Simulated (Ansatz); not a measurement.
Runs of Ansatz 0.2.0 on Cu. It takes space group Fm-3m (No. 225, cubic). The conventional cell has a = 3.615 Å, b = 3.615 Å, c = 3.615 Å, α = 90.00°, β = 90.00°, γ = 90.00°. Cu (site symmetry m-3m) is surrounded by 12 Cu at 2.56 Å. 

```csv
task,level,k mesh,cutoff (eV),smearing,basis error allowed,mesh quality,gap on the mesh (eV),pressure (GPa)
band structure,BLYP,13 × 13 × 13,295,fermi-dirac 0.05 eV,0.001 eV/atom,not flagged,-,9.7
single point,PBE,8 × 8 × 8,260,fermi-dirac 0.02 eV,0.003 eV/atom,coarse,none,2.6
single point,PBEsol,13 × 13 × 13,295,gaussian 0.1 eV,0.001 eV/atom,not flagged,none,(a)
single point,PBE,6 × 6 × 6,260,fermi-dirac 0.03 eV,0.003 eV/atom,coarse,none,(b)
single point,PBE,13 × 13 × 13,295,gaussian 0.011 eV,0.001 eV/atom,not flagged,none,1.7
```

Alike in all rows: potentials or basis all-electron LAPW, scalar-relativistic; no spin polarisation; cell as given.

Task: Estimate the missing entries.

Result: (a) -6.6; (b) 2.9.

Caveats: some runs use coarse meshes; the k mesh is thin for a metal, which can move the energy by tens of meV per atom (some runs).

A k mesh can miss the band edges.

A gap of «none» marks a metal or a gap under the smearing width.

Not every run made on this cell is shown here.
